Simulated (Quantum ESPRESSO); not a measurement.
Set up this calculation in Quantum ESPRESSO 7.5, as the native input.

- Task: single point
- Functional: PBEsol
- Potentials or basis: GBRV 1.5 PBEsol
- Cutoff: 612 eV
- Density cutoff: 4898 eV
- k mesh: 9 × 9 × 5
- Occupations: fermi-dirac, width 0.05 eV
- Spin: no spin polarisation
- Mixing beta: 0.5
- Most SCF iterations: 120
- SCF threshold: 6e-10 Ry

Crystal: PtS2.

```
Pt S
1.0
     3.54320    0.00000    0.00000
    -1.77160    3.06850    0.00000
     0.00000    0.00000    5.03880
Pt S
1 2
Direct
  0.00000 0.00000 0.00000
  0.66667 0.33333 0.77300
  0.33333 0.66667 0.22700
```

The input as run:

pw.in

```
&CONTROL
  calculation = 'scf'
  prefix = 'pwscf'
  outdir = './tmp'
  pseudo_dir = './pseudo'
  tprnfor = .true.
  tstress = .true.
  disk_io = 'low'
/
&SYSTEM
  ibrav = 0
  celldm(1) = 8
  nat = 3
  ntyp = 2
  ecutwfc = 45
  ecutrho = 360
  nbnd = 21
  occupations = 'smearing'
  smearing = 'fd'
  degauss = 0.00367493
/
&ELECTRONS
  conv_thr = 6d-10
  electron_maxstep = 120
  mixing_beta = 0.5
/
ATOMIC_SPECIES
Pt   195.0840 pt_pbesol_v1.4.uspp.F.UPF
S     32.0600 s_pbesol_v1.4.uspp.F.UPF
CELL_PARAMETERS alat
  0.8369597005968   0.0000000000000   0.0000000000000
 -0.4184798502984   0.7248283626632   0.0000000000000
  0.0000000000000   0.0000000000000   1.1902439995955
ATOMIC_POSITIONS crystal
Pt     0.0000000000    0.0000000000    0.0000000000
S      0.6666666667    0.3333333333    0.7730000000
S      0.3333333333    0.6666666667    0.2270000000
K_POINTS automatic
9 9 5 0 0 0
```

pp_density.in

```
&INPUTPP
  prefix = 'pwscf'
  outdir = './tmp'
  filplot = 'density.dat'
  plot_num = 0
/
&PLOT
  nfile = 1
  filepp(1) = 'density.dat'
  iflag = 3
  output_format = 6
  fileout = 'density.cube'
/
```

pp_potential.in

```
&INPUTPP
  prefix = 'pwscf'
  outdir = './tmp'
  filplot = 'potential.dat'
  plot_num = 11
/
&PLOT
  nfile = 1
  filepp(1) = 'potential.dat'
  iflag = 3
  output_format = 6
  fileout = 'potential.cube'
/
```

Potentials or basis: GBRV 1.5 PBEsol.

Command:

```bash
$ OMP_NUM_THREADS=1 mpirun -n 2 pw.x -nk 2 -in pw.in > pw.out
$ OMP_NUM_THREADS=1 mpirun -n 1 pp.x -in pp_density.in > pp_density.out
$ OMP_NUM_THREADS=1 mpirun -n 1 pp.x -in pp_potential.in > pp_potential.out
```

Results of the run:

| Item | Value |
| --- | --- |
| Pressure | 6.0 GPa |
| Largest force | 0.940 eV/Å |
| Band gap on the k mesh | 0.95 eV, indirect (least direct gap 0.99 eV) |

Caveat: spin-orbit coupling is left out, which moves the levels of the heavy elements; an odd mesh through Γ misses points on the zone boundary, where band edges often lie.

It took 31 s on 2 MPI ranks on Arm Neoverse V1, with other jobs on the host, peak memory 0.28 GiB a rank.
